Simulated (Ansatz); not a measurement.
**Au: equation of state with r2SCAN**

**Experimental background.**

From “Exploring toroidal anvil profiles for larger sample volumes above 4 Mbar”, 2024, pmc:11102561, for a bulk crystal of Au: bulk modulus 167 GPa.

Crystal: Au.

```
CELL_PARAMETERS angstrom
0.00000 2.03500 2.03500
2.03500 0.00000 2.03500
2.03500 2.03500 0.00000
ATOMIC_POSITIONS crystal
Au 0.00000 0.00000 0.00000
```

```yaml
Program: Ansatz 0.2.0
Task: equation of state
Functional: r2SCAN
Potentials_or_basis: Ansatz PAW
Cutoff: 500 eV
Density_cutoff: 2000 eV
k_mesh: 11 × 11 × 11
Occupations: fermi-dirac, width 0.05 eV
Spin: no spin polarisation
```

```
Equilibrium volume                      : 17.53 Å³/atom
Bulk modulus                            : 156 GPa
Pressure derivative of the bulk modulus : 5.8
```

Energy against volume, from the lowest point:
```
volume (Å³/atom)  energy (meV/atom)
          15.843              98.87
          16.181              60.29
          16.518              32.32
          16.855              13.69
          17.192               3.25
          17.529               0.00
          17.866               3.07
```

All runs of the series together: 8.2 s on 2 threads of AMD EPYC 7R43 64-Core Processor (Zen 3) (shared host).

Against the measured bulk modulus of Au, 167 GPa (quoted in “Exploring toroidal anvil profiles for larger sample volumes above 4 Mbar”, 2024, pmc:11102561), the calculated 156 GPa is off by -6.6 %. The fit is for a static lattice scaled at fixed shape and fixed fractional positions.

Caveat: the PAW data sets were made with another functional, which shifts forces and pressure a little. The run has no spin-orbit coupling, so splittings on Au are missing.
